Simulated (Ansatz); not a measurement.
# Si3N4 (I-43d): a band-gap study from PBE to G0W0 at the band limit, part 2 of 3

The study climbs from cheap functionals to G0W0 on Si3N4 (I-43d) and then asks what each convergence step is worth.

Ansatz 0.2.0; density functionals, hybrids, G0W0, plane waves, PAW. Known limits of the many-body steps: not at the basis limit.

So far. Step 5 (HSE06): The gap stands +1.41 eV against PBE. Step 6 (PBE0): The gap stands +2.17 eV against PBE.

In doubt: masses and optical values from hybrid runs of this build are listed as unsure (step 11), which bears on the screening that GW takes from such a start.

## Step 7: DDH-PBE0

Here the share of exact exchange is set once to one over ε∞ of the semilocal ground state, the screening that GW applies at long range.

This step: DFT, dielectric-dependent PBE0 (fraction 1/eps_inf of PBE), plane waves, PAW.

Contents of input.yaml:

```yaml
crystal:
  lattice:
    - [-3.23735, 3.23735, 3.23735]
    - [3.23735, -3.23735, 3.23735]
    - [3.23735, 3.23735, -3.23735]
  atoms:
    - { symbol: Si, position: [0.25, 0.125, 0.875] }
    - { symbol: Si, position: [0.875, 0.25, 0.125] }
    - { symbol: Si, position: [0.75, 0.375, 0.625] }
    - { symbol: Si, position: [0.625, 0.75, 0.375] }
    - { symbol: Si, position: [0.125, 0.875, 0.25] }
    - { symbol: Si, position: [0.375, 0.625, 0.75] }
    - { symbol: "N", position: [0.5628, 0.5628, 0.5628] }
    - { symbol: "N", position: [0.4372, 0.5, 0.0] }
    - { symbol: "N", position: [0.5, 0.0, 0.9372] }
    - { symbol: "N", position: [0.0, 0.4372, 0.5] }
    - { symbol: "N", position: [0.9372, 0.5, 0.0] }
    - { symbol: "N", position: [0.0628, 0.0628, 0.0628] }
    - { symbol: "N", position: [0.0, 0.9372, 0.5] }
    - { symbol: "N", position: [0.5, 0.0, 0.4372] }
  host: atoms
kpoints:
  mp_grid: { grid: [4, 4, 4] }
  band_path:
    path:
      - [0.0, 0.0, 0.0]
      - [0.5, -0.5, 0.5]
      - [0.0, 0.0, 0.5]
      - [0.25, 0.25, 0.25]
      - [0.0, 0.3333333333, 0.3333333333]
      - [0.15, -0.15, 0.15]
      - [0.0, 0.0, 0.2]
    npoints: 1
hamiltonian:
  xc:
    exchange: pbe
    correlation: pbe
    exx: { coeff: inverse_dielectric }
scf:
  occupations: { method: fixed }
  n_extra_bands: 8
output:
  forces: true
  stress: true
  eigenvalues: true
  write_density: true
  write_potential: true
  elf: true
  volumetric_format: npy
```

Run with:

```console
$ ansatz run input.yaml --threads 3 --pin off --max-ram 64512MiB --backend cuda --events-out ev --progress --plain --runs-dir out --devices 1 --max-vram 24GiB  # rebuilt from the run's record
```

Numbers of over 12 decimals in the logs are rounded to 6 here.

Log:

```text
[...]
the fraction of exact exchange is that of a crystal of Si6N8
GPUs: using 1 of 1 available (devices: 1).
[...]
a weight of exact exchange comes from the crystal, and the text's number only plans the run
Solving k-mesh 4×4×4 for the fraction of exact exchange
[...]
--- Band table (eV; the first three rows and the last of 8) ---
  k-point 0: bands = [... 28 lower, 8.0423, 8.0423, 8.0423, 8.1166, 14.6881, 14.6881, 14.7734, 14.7734, ... 4 higher]
  k-point 1: bands = [... 28 lower, 7.2513, 7.6181, 8.1112, 8.1135, 14.2578, 14.4031, 15.2488, 15.6680, ... 4 higher]
  k-point 2: bands = [... 28 lower, 6.8691, 6.8691, 8.1850, 8.1850, 15.0488, 15.0488, 16.1314, 16.1314, ... 4 higher]
  k-point 7: bands = [... 28 lower, 6.1784, 6.1784, 6.9097, 6.9097, 15.5097, 15.5097, 15.5097, 15.5097, ... 4 higher]
[key lines of the parts left out:]
Free energy (F): -6904.514046 eV
Fermi energy:    8.184985 eV
P = ⅓ Tr σ = -4.2256 GPa (-42.256 kbar)
```

It took 38 s on 1 × NVIDIA H100 80GB HBM3 (shared by 3 runs) with 3 threads of AMD EPYC 7R13 (Zen 3), shared host; peak memory 2.2 GiB; 89 s of CPU time.

Numbers from this step:

- gap: 5.908 eV
- valence top at: k = (0.000, 0.333, 0.333)
- conduction bottom at: k = (0.150, -0.150, 0.150)
- least direct gap: 6.094 eV
- exact-exchange fraction: 0.2131

The gap stands +1.85 eV against PBE; the share of exchange is 0.213, one over an ε∞ of 4.7.

## Step 8: Dielectric tensor

The response to a uniform field gives ε∞, a yardstick for the screening that GW builds on its mesh.

This step: dielectric response by perturbation theory, PBE, plane waves, PAW.

Edit input.yaml of step 7 so:

```diff
@@ -20,30 +20,8 @@
     - { symbol: "N", position: [0.5, 0.0, 0.4372] }
-  host: atoms
 kpoints:
-  mp_grid: { grid: [4, 4, 4] }
-  band_path:
-    path:
-      - [0.0, 0.0, 0.0]
-      - [0.5, -0.5, 0.5]
-      - [0.0, 0.0, 0.5]
-      - [0.25, 0.25, 0.25]
-      - [0.0, 0.3333333333, 0.3333333333]
-      - [0.15, -0.15, 0.15]
-      - [0.0, 0.0, 0.2]
-    npoints: 1
+  mp_grid: { grid: [6, 6, 6] }
 hamiltonian:
-  xc:
-    exchange: pbe
-    correlation: pbe
-    exx: { coeff: inverse_dielectric }
+  xc: pbe
 scf:
   occupations: { method: fixed }
-  n_extra_bands: 8
-output:
-  forces: true
-  stress: true
-  eigenvalues: true
-  write_density: true
-  write_potential: true
-  elf: true
-  volumetric_format: npy
+dielectric: {}
```

Log:

```text
GPUs: using 1 of 1 available (devices: 1).
[...]
GPU FFT provider: cuFFT
GPU libraries: cuBLAS 13.8.1, cuFFT 12.4.0, cuSOLVER 12.3.2
Crystal: 14 atoms, lattice volume = 135.715 Å³
Basis set: ecut = 420 eV, 2659 PW (Γ), exchange–correlation on 80×80×80 points (8 copies of the dense FFT grid, shifted against one another)
Bands: 46, of which v1, the nominal top of the filled ones, is band 32 counted from 1 (31 counted from 0)
Symmetry: 24 space group operations
k-points: 46 of 216 (irreducible under 4 space group operations, time reversal used)
[...]
GPU buffer pool allocated for 64000 grid points (all kernels)
[...]
SCF iter   1: F=—  HF=-6900.412810 eV  |F-HF|=—  |Δ(HF+E_count)|=         —  Δρ=2.54e-3  dr2=4.29e-3  ethr=1.77e-3  ⟨swp⟩=5.0  Hψ=8767  notcnv=0  defer=537
[...]
SCF iter   7: F=-6900.413676 eV  HF=-6900.413676 eV  |F-HF|=4.09e-11  |Δ(HF+E_count)|=   3.65e-9  Δρ=2.17e-7  dr2=5.29e-11  ethr=1.00e-12  ⟨swp⟩=10.7  Hψ=10860  notcnv=0
SCF 1 converged in 7 iterations: F = -6900.413676 eV  dr2 = 5.29e-11
[...]
the response reads at least the filled bands of the reference SCF and the lowest empty band at each k-point, and that SCF's band table does not vouch for those bands. The notice of the band table in this run's record says why
[...]
DFPT response loops at Γ: preconditioner auto → none (the input reference at scf.mixing.eps_inf says where Resta's filter doesn't serve); β = 0.50; Broyden in place of MSR1
SCF converged after 7 iterations
Free energy (F): -6900.413676 eV
[...]
Internal energy: -6900.413676 eV  (E = F + TS)
E sigma→0 (E₀):  -6900.413676 eV
Fermi energy:    9.335483 eV
[...]
--- Band table (eV; the first three rows and the last of 46) ---
  k-point 0: bands = [... 28 lower, 9.1737, 9.1737, 9.1737, 9.2698, 13.9742, 13.9742, 14.0009, 14.0036, ... 10 higher]
  k-point 1: bands = [... 28 lower, 8.8100, 9.0076, 9.2070, 9.2242, 13.4802, 13.6531, 14.2164, 14.4589, ... 10 higher]
  k-point 2: bands = [... 28 lower, 8.0058, 8.5347, 9.2795, 9.2839, 13.8120, 13.8948, 14.7373, 15.1997, ... 10 higher]
  k-point 45: bands = [... 28 lower, 7.4286, 7.4286, 8.1362, 8.1362, 14.7481, 14.7481, 14.7481, 14.7481, ... 10 higher]
--- Dielectric response (ions clamped): 1 representative field direction + reference, on 46 of 216 k-points (Σ response iterations 8) ---
  k mesh reduced under 4 symmetry operations, with k and −k counted as one. Each operation leaves every solved perturbation unchanged. A smaller set is not considered because the run solves the response to a homogeneous field
  ε∞ (high-frequency dielectric tensor):
        4.691230     0.000000     0.000000
       -0.000000     4.691230     0.000000
       -0.000000     0.000000     4.691230
  Born effective charges Z* (e; rows j = field, columns β = displacement):
    site 0:
         3.54040   -0.00000   -0.00000
        -0.00000    3.35373   -0.00588
         0.00000    0.00588    3.35373
    site 1:
         3.35373   -0.00000    0.00588
        -0.00000    3.54040   -0.00000
[...]
site 2:
[...]
site 3:
[...]
site 4:
[...]
site 5:
[...]
site 6:
[...]
site 7:
[...]
site 8:
[...]
site 9:
[...]
site 10:
[...]
site 11:
[...]
site 12:
[...]
0.37718   -0.43039   -2.56197
    site 13:
        -2.56197    0.43039   -0.37718
         0.37718   -2.56197   -0.43039
        -0.43039   -0.37718   -2.56197
  Z* charge neutrality: 2.077e-5 e pre-enforcement
  k-mesh period / interband length: 33.6 Å / 1.42 Å = 23.75 at k = (0.0000, 0.0000, 0.0000), direct gap 4.704 eV — 14 or more, which is no proof of convergence
```

Elapsed: 17 s, on 1 × NVIDIA H100 80GB HBM3 (shared by 3 runs) with 3 threads; peak memory 1.9 GiB; 37 s of CPU time.

One over ε∞ averages 0.21, somewhat under the quarter of exact exchange in PBE0.

High-frequency dielectric tensor:

```
4.69 0.00 0.00
0.00 4.69 0.00
0.00 0.00 4.69
```

## Step 9: G0W0, 4×4×4 mesh, 200 empty bands, screening to 75 eV

G0W0 replaces the xc potential by the self-energy, built once from these orbitals. Only a window of levels is corrected, while the sums run over the empty bands that the input names.

This step: G0W0 on PBE, plane waves, PAW.

Edit input.yaml of step 8 so:

```diff
@@ -21,3 +21,3 @@
 kpoints:
-  mp_grid: { grid: [6, 6, 6] }
+  mp_grid: { grid: [4, 4, 4] }
 hamiltonian:
@@ -26,2 +26,7 @@
   occupations: { method: fixed }
-dielectric: {}
+gw:
+  n_empty_bands: 200
+  ecut_chi: 75.0
+  qp_bands: [v4, c4]
+  qp_kpoints: band_edges
+  screening: { model: contour_deformation }
```

Log:

```text
GPUs: using 1 of 1 available (devices: 1).
[...]
GPU FFT provider: cuFFT
GPU libraries: cuBLAS 13.8.1, cuFFT 12.4.0, cuSOLVER 12.3.2
Crystal: 14 atoms, lattice volume = 135.715 Å³
Basis set: ecut = 420 eV, 2659 PW (Γ)
Bands: 46, of which v1, the nominal top of the filled ones, is band 32 counted from 1 (31 counted from 0)
Symmetry: 24 space group operations
[...]
k-points: 8 of 64 (time reversal used)
[...]
0    36     14.0036    -8.7910    -4.1621   -14.0050  0.8269    15.0630    15.0556  root
[...]
7    33     14.7482    -6.8128    -4.3880   -12.0995  0.8292    15.6528    15.6468  root
     7    34     14.7482    -6.8128    -4.3880   -12.0995  0.8292    15.6528    15.6468  root
     7    35     14.7482    -6.8128    -4.3880   -12.0995  0.8292    15.6528    15.6468  root
     7    36     14.7482    -6.8128    -4.3880   -12.0995  0.8292    15.6528    15.6468  root
[key lines of the parts left out:]
SCF converged after 6 iterations
Free energy (F): -6900.412682 eV
Fermi energy:    9.319223 eV
```

Wall time 6.5 s (1 × NVIDIA H100 80GB HBM3 (shared by 3 runs) with 3 threads); peak memory 1.3 GiB; 8.9 s of CPU time.

This step gave:

```
bands summed                                 : 232
RPA ε∞ on this mesh (eigenvalues)            : 4.533, 4.533, 4.533
plane waves in the screening matrix          : 201
G0W0 gap on the mesh                         : 5.323 eV
k of the valence top                         : 0, 0, -0.5
k of the conduction bottom                   : 0.25, 0.25, -0.25
starting gap on the mesh                     : 4.126 eV
least direct G0W0 gap on the computed points : 5.599 eV
```

The gap on the mesh goes from 4.13 eV to 5.32 eV, a correction of +1.20 eV. Between the two edge states, bare exchange in place of the xc potential would open the gap by 9.02 eV, and correlation takes back 7.83 eV. The start differs from the 4.06 eV found before because this mesh misses an edge.

## Step 10: G0W0, 4×4×4 mesh, 566 empty bands, screening to 150 eV

Another rung: the empty bands reach about as high as the screening cutoff, so the two stay in balance.

Edit input.yaml of step 9 so:

```diff
@@ -27,4 +27,4 @@
 gw:
-  n_empty_bands: 200
-  ecut_chi: 75.0
+  n_empty_bands: 566
+  ecut_chi: 150.0
   qp_bands: [v4, c4]
```

Log:

```text
GPUs: using 1 of 1 available (devices: 1).
[...]
GPU FFT provider: cuFFT
GPU libraries: cuBLAS 13.8.1, cuFFT 12.4.0, cuSOLVER 12.3.2
Crystal: 14 atoms, lattice volume = 135.715 Å³
Basis set: ecut = 420 eV, 2659 PW (Γ)
Bands: 46, of which v1, the nominal top of the filled ones, is band 32 counted from 1 (31 counted from 0)
Symmetry: 24 space group operations
[...]
k-points: 8 of 64 (time reversal used)
[...]
GPU buffer pool allocated for 64000 grid points (all kernels)
[...]
SCF iter   1: F=—  HF=-6900.411869 eV  |F-HF|=—  |Δ(HF+E_count)|=         —  Δρ=2.55e-3  dr2=4.33e-3  ethr=1.77e-3  ⟨swp⟩=5.0  Hψ=1546  notcnv=0  defer=84
[...]
SCF iter   6: F=-6900.412682 eV  HF=-6900.412682 eV  |F-HF|=2.61e-9  |Δ(HF+E_count)|=   2.85e-8  Δρ=1.79e-6  dr2=3.37e-9  ethr=4.91e-11  ⟨swp⟩=10.6  Hψ=1960  notcnv=0
SCF 1 converged in 6 iterations: F = -6900.412682 eV  dr2 = 3.37e-9
[...]
G₀W₀ screening: q 1/8
[... further progress lines ...]
SCF converged after 6 iterations
Free energy (F): -6900.412682 eV
[...]
Internal energy: -6900.412682 eV  (E = F + TS)
E sigma→0 (E₀):  -6900.412682 eV
Fermi energy:    9.319223 eV
[...]
--- Band table (eV; the first three rows and the last of 8) ---
  k-point 0: bands = [... 28 lower, 9.1737, 9.1737, 9.1737, 9.2698, 13.9743, 13.9743, 14.0008, 14.0036, ... 10 higher]
  k-point 1: bands = [... 28 lower, 8.4330, 8.7801, 9.2423, 9.2515, 13.5418, 13.6986, 14.4509, 14.8507, ... 10 higher]
  k-point 2: bands = [... 28 lower, 8.0605, 8.0605, 9.3192, 9.3192, 14.3113, 14.3113, 15.2699, 15.2699, ... 10 higher]
  k-point 7: bands = [... 28 lower, 7.4286, 7.4286, 8.1362, 8.1362, 14.7482, 14.7482, 14.7482, 14.7482, ... 10 higher]
[...]
0    29      9.1737   -21.7002     3.1861   -17.6385  0.7870     8.2916     8.2981  root
     0    30      9.1737   -21.7002     3.1861   -17.6385  0.7870     8.2916     8.2981  root
     0    31      9.1737   -21.7002     3.1861   -17.6385  0.7870     8.2916     8.2981  root
     0    32      9.2698   -21.7840     3.2696   -17.6235  0.7866     8.3723     8.3789  root
     0    33     13.9743    -6.8365    -4.4267   -11.8935  0.8316    14.6071    14.6045  root
     0    34     13.9743    -6.8365    -4.4267   -11.8935  0.8316    14.6071    14.6045  root
     0    35     14.0008   -11.1161    -4.5060   -16.5096  0.8140    14.8935    14.8883  root
     0    36     14.0036    -8.7910    -4.4319   -14.0050  0.8234    14.7898    14.7858  root
     1    29      8.4330   -21.2945     3.3001   -17.0406  0.7842     7.4708     7.4793  root
     1    30      8.7801   -21.3614     3.2414   -17.1897  0.7869     7.8421     7.8498  root
     1    31      9.2423   -21.7607     3.1921   -17.6979  0.7871     8.3652     8.3715  root
     1    32      9.2515   -21.7912     3.2202   -17.6948  0.7867     8.3688     8.3752  root
     1    33     13.5418    -7.5409    -4.3857   -12.5815  0.8310    14.1995    14.1968  root
     1    34     13.6986    -7.1416    -4.3749   -12.1419  0.8318    14.3263    14.3239  root
     1    35     14.4509    -8.4740    -4.5687   -13.8396  0.8235    15.2521    15.2478  root
     1    36     14.8507    -8.6783    -4.6062   -14.1195  0.8197    15.6907    15.6857  root
     2    29      8.0605   -21.2233     3.3057   -16.9358  0.7857     7.0695     7.0787  root
     2    30      8.0605   -21.2233     3.3057   -16.9358  0.7857     7.0695     7.0787  root
     2    31      9.3192   -21.8790     3.2171   -17.7947  0.7869     8.4458     8.4521  root
     2    32      9.3192   -21.8790     3.2171   -17.7947  0.7869     8.4458     8.4521  root
     2    33     14.3113    -7.3177    -4.4728   -12.4598  0.8270    14.9837    14.9806  root
     2    34     14.3113    -7.3177    -4.4728   -12.4598  0.8270    14.9837    14.9806  root
     2    35     15.2699    -9.0793    -4.7569   -14.7197  0.8168    16.1593    16.1535  root
     2    36     15.2699    -9.0793    -4.7569   -14.7197  0.8168    16.1593    16.1535  root
[...]
7    29      7.4286   -21.0560     3.5059   -16.5068  0.7804     6.3734     6.3853  root
     7    30      7.4286   -21.0560     3.5059   -16.5068  0.7804     6.3734     6.3853  root
     7    31      8.1362   -21.2054     3.4630   -16.7329  0.7814     7.1164     7.1267  root
     7    32      8.1362   -21.2054     3.4630   -16.7329  0.7814     7.1164     7.1267  root
     7    33     14.7482    -6.8128    -4.6263   -12.0995  0.8274    15.4116    15.4085  root
     7    34     14.7482    -6.8128    -4.6263   -12.0995  0.8274    15.4116    15.4085  root
     7    35     14.7482    -6.8128    -4.6263   -12.0995  0.8274    15.4116    15.4085  root
     7    36     14.7482    -6.8128    -4.6263   -12.0995  0.8274    15.4116    15.4085  root
```

Run time: 23 s. Hardware: 1 × NVIDIA H100 80GB HBM3 (shared by 3 runs) with 3 threads; peak memory 2.3 GiB.

This step gave:

```yaml
bands_summed: 598
rpa_eps_infinity_on_this_mesh_eigenvalues: 4.435, 4.435, 4.435
plane_waves_in_the_screening_matrix: 555
q_points_in_the_mesh: 64
g0w0_gap_on_the_mesh: 5.573 eV
k_of_the_valence_top: 0, 0, -0.5
k_of_the_conduction_bottom: 0.25, 0.25, -0.25
starting_gap_on_the_mesh: 4.126 eV
z_at_the_valence_top: 0.7869
z_at_the_conduction_bottom: 0.8349
least_direct_g0w0_gap_on_the_computed_points: 5.822 eV
```

Against the run with 4×4×4 mesh, 200 empty bands, screening to 75 eV, the gap moves by +0.25 eV.

Limits: finite bands, cutoff and mesh. v1 is the top filled band, c1 the lowest empty one. Levels before and after the correction, in eV, zero at the valence-band top of each column:

|  | conduction bottom | valence top |
| --- | --- | --- |
| Kohn-Sham | 4.13 | 0.00 |
| G0W0 | 5.57 | 0.00 |

|  | level | occupation | energy (eV) |
| --- | --- | --- | --- |
| Kohn-Sham | (0 0 -0.5) v3 | 2 | -1.259 |
| Kohn-Sham | (0 0 -0.5) v2-v1 | 2 | 0.000 |
| Kohn-Sham | (0 0 -0.5) c1-c2 | 0 | 4.992 |
| Kohn-Sham | (0 0 -0.5) c3 | 0 | 5.951 |
| Kohn-Sham | (0.25 0.25 -0.25) v3 | 2 | -0.818 |
| Kohn-Sham | (0.25 0.25 -0.25) v2-v1 | 2 | -0.401 |
| Kohn-Sham | (0.25 0.25 -0.25) c1 | 0 | 4.126 |
| Kohn-Sham | (0.25 0.25 -0.25) c2 | 0 | 4.367 |
| Kohn-Sham | (0.25 0.25 -0.25) c3 | 0 | 5.717 |
| G0W0 | (0 0 -0.5) v3 | 2 | -1.373 |
| G0W0 | (0 0 -0.5) v2-v1 | 2 | 0.000 |
| G0W0 | (0 0 -0.5) c1-c2 | 0 | 6.529 |
| G0W0 | (0 0 -0.5) c3 | 0 | 7.701 |
| G0W0 | (0.25 0.25 -0.25) v3 | 2 | -0.919 |
| G0W0 | (0.25 0.25 -0.25) v2-v1 | 2 | -0.440 |
| G0W0 | (0.25 0.25 -0.25) c1 | 0 | 5.573 |
| G0W0 | (0.25 0.25 -0.25) c2 | 0 | 5.893 |
| G0W0 | (0.25 0.25 -0.25) c3 | 0 | 7.401 |

How the two edges are built up, in eV (the quasiparticle level is the starting level plus Σx plus Σc less Vxc):

| run | edge | start | Σx | Σc | Vxc | Z | QP |
| --- | --- | --- | --- | --- | --- | --- | --- |
| 232 bands | valence top | 9.32 | -21.88 | 3.69 | -17.79 | 0.79 | 8.92 |
| 232 bands | conduction bottom | 13.45 | -6.72 | -4.14 | -11.66 | 0.84 | 14.24 |
| 598 bands | valence top | 9.32 | -21.88 | 3.22 | -17.79 | 0.79 | 8.45 |
| 598 bands | conduction bottom | 13.45 | -6.72 | -4.36 | -11.66 | 0.83 | 14.03 |

## Step 11: G0W0@HSE06, 4×4×4 mesh, 566 empty bands, screening to 150 eV

The same correction from a different start measures what one shot leaves open.

This step: G0W0 on HSE06, plane waves, PAW.

Edit input.yaml of step 10 so:

```diff
@@ -23,3 +23,3 @@
 hamiltonian:
-  xc: pbe
+  xc: hse06
 scf:
```

Log:

```text
GPUs: using 1 of 1 available (devices: 1).
[...]
GPU FFT provider: cuFFT
GPU libraries: cuBLAS 13.8.1, cuFFT 12.4.0, cuSOLVER 12.3.2
Crystal: 14 atoms, lattice volume = 135.715 Å³
Basis set: ecut = 420 eV, 2659 PW (Γ)
Bands: 46, of which v1, the nominal top of the filled ones, is band 32 counted from 1 (31 counted from 0)
Symmetry: 24 space group operations
[...]
k-points: 8 of 64 (time reversal used)
[...]
0    35     14.5379    -8.4226    -4.2291   -13.1660  0.8459    15.0536    15.0523  root
     0    36     14.5379    -8.4226    -4.2291   -13.1660  0.8459    15.0536    15.0523  root
[...]
7    33     15.2720    -6.5546    -4.3846   -11.3483  0.8492    15.6820    15.6811  root
     7    34     15.2720    -6.5546    -4.3846   -11.3483  0.8492    15.6820    15.6811  root
     7    35     15.2720    -6.5546    -4.3846   -11.3483  0.8492    15.6820    15.6811  root
     7    36     15.2720    -6.5546    -4.3846   -11.3483  0.8492    15.6820    15.6811  root
[key lines of the parts left out:]
Free energy (F): -6903.641346 eV
Fermi energy:    8.379488 eV
```

Run time: 65 s. Hardware: 1 × NVIDIA H100 80GB HBM3 (shared by 3 runs) with 3 threads; peak memory 2.3 GiB; 91 s of CPU time.

This step gave:

* bands summed: 598
* RPA ε∞ on this mesh (eigenvalues): 3.759, 3.759, 3.759
* plane waves in the screening matrix: 555
* G0W0 gap on the mesh: 6.176 eV
* k of the valence top: 0, 0, -0.5
* k of the conduction bottom: 0.25, 0.25, -0.25
* starting gap on the mesh: 5.508 eV
* least direct G0W0 gap on the computed points: 6.426 eV

Against the run with 4×4×4 mesh, 566 empty bands, screening to 150 eV on PBE, the gap moves by +0.60 eV, while the start moved by +1.38 eV.

(Part 2 of 3 ends here.)

[Paths, hosts, dates, memory and timing lines, banners, echoed tables and standing remarks are left out of the program output.]

[Logs are printed without paths, hosts, clocks, repeated set-up lines and the standing remarks that a program may print on its own settings, such as how far it seeks lower states.]

[Runs of the session that timed out or met a known fault of the program may be left out.]

[Cells called generated may have been cut or substituted from an entry of the Crystallography Open Database or the Materials Project.]

[Hosts, paths, dates, database ids (printed as entryN), source tags and the programs' standing remarks are cut or masked in the printed files.]
